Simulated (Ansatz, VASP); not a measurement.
# KBr: VASP beside Ansatz

The input POSCAR:

```
KBr
1.0
    0.0000000000      3.4088218502      3.4088218502
    3.4088218502      0.0000000000      3.4088218502
    3.4088218502      3.4088218502      0.0000000000
K Br
1 1
Direct
    0.0000000000      0.0000000000      0.0000000000
    0.5000000000      0.5000000000      0.5000000000
```

INCAR.step1

```
SYSTEM = KBr
PREC     = Accurate       ! precision mode
ENCUT    = 520            ! plane-wave cutoff, eV
ISMEAR   = 0              ! smearing method
SIGMA    = 0.02           ! smearing width, eV
LREAL    = .False.        ! projectors in reciprocal space
LASPH    = .True.         ! aspherical terms in the spheres
NELM     = 80             ! most SCF steps
NBANDS   = 15             ! bands
GGA      = PE             ! functional
ALGO     = Normal         ! electronic algorithm
EDIFF    = 1E-4           ! SCF threshold, eV
LWAVE    = .True.         ! write WAVECAR
LCHARG   = .False.        ! write CHGCAR
```

File INCAR.step2:

```
SYSTEM = KBr
PREC     = Accurate       ! precision mode
ENCUT    = 520            ! plane-wave cutoff, eV
EDIFF    = 1E-6           ! SCF threshold, eV
ISMEAR   = 0              ! smearing method
SIGMA    = 0.02           ! smearing width, eV
LREAL    = .False.        ! projectors in reciprocal space
LASPH    = .True.         ! aspherical terms in the spheres
NELM     = 80             ! most SCF steps
ALGO     = Normal         ! electronic algorithm
ISIF     = 2              ! what is computed and relaxed
LWAVE    = .False.        ! write WAVECAR
LCHARG   = .False.        ! write CHGCAR
METAGGA  = R2SCAN         ! meta-GGA
LMIXTAU  = .True.       
NBANDS   = 15             ! bands
ISTART   = 1
```

The input KPOINTS:

```
Automatic mesh
0
Gamma
  6 6 6
  0 0 0
```

Input for Ansatz:

```yaml
crystal:
  lattice:
    - [0.0, 3.4088218502, 3.4088218502]
    - [3.4088218502, 0.0, 3.4088218502]
    - [3.4088218502, 3.4088218502, 0.0]
  atoms:
    - { symbol: K, position: [0.0, 0.0, 0.0] }
    - { symbol: Br, position: [0.5, 0.5, 0.5] }
basis:
  ecutwfc: 500
kpoints:
  mp_grid: { grid: [6, 6, 6] }
hamiltonian:
  xc: r2scan
scf:
  occupations: { method: gaussian, width: 0.02 }
output:
  forces: true
  stress: true
  eigenvalues: true
```

Alike in both runs: task single point; functional r2SCAN; k mesh 6 × 6 × 6; occupations gaussian, width 0.02 eV; no spin polarisation.

|  | VASP | Ansatz |
| --- | --- | --- |
| version | VASP 6.6.1 | Ansatz 0.2.0 |
| potentials or method | VASP PAW PBE potentials, release 64 (K_sv, Br) | scalar-relativistic, plane waves, PAW |
| plane-wave cutoff (eV) | 520 | 500 |
| valence electrons in the cell | 16 | 16 |

|  | VASP | Ansatz | Ansatz less VASP |
| --- | --- | --- | --- |
| gap on the k mesh at the Fermi level (eV) | 4.82 | 4.82 | -0.002 |
| least direct gap on the mesh (eV) | 4.82 | 4.82 | -0.002 |
| pressure (GPa) | -1.2 | -1.2 | +0.01 |

Caveats: the PAW data sets were made with another functional, which shifts forces and pressure a little (VASP). r2SCAN opens gaps a little over a GGA but as a rule still falls short of measured ones.
